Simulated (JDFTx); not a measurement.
The system is MgO.

```xyz
2
Lattice="0.0000 2.0970 2.0970 2.0970 0.0000 2.0970 2.0970 2.0970 0.0000" Properties=species:S:1:pos:R:3 pbc="T T T"
Mg    0.0000    0.0000    0.0000
O     2.0970    2.0970    2.0970
```

The cell is a database's computed one.

Base run:

| Item | Value |
| --- | --- |
| Program | JDFTx 1.7.0 (patched build) |
| Functional | PBE |
| Potentials or basis | PseudoDojo-SR-PBE-0.5-standard |
| Cutoff | 1143 eV |
| Density cutoff | 4572 eV |
| k mesh | 11 × 11 × 11 |
| Occupations | fermi-dirac, width 0.05 eV |
| Spin | no spin polarisation |

Its results: band gap on the k mesh 4.90 eV, direct; pressure 6.7 GPa.

**Question.** The run is repeated on the same cell with these changes: functional from PBE to BLYP; density cutoff from 4572 eV to 9143 eV. What comes out?

**Answer.** Band gap on the k mesh 5.13 eV, direct; pressure 9.6 GPa.

BLYP binds less tightly than PBE, so the same cell stands under more pressure.

Caveats: an odd mesh through Γ misses points on the zone boundary, where band edges often lie; the potentials were made for another functional, which shifts forces and pressure (some runs).

Not every run made on this cell is shown here.
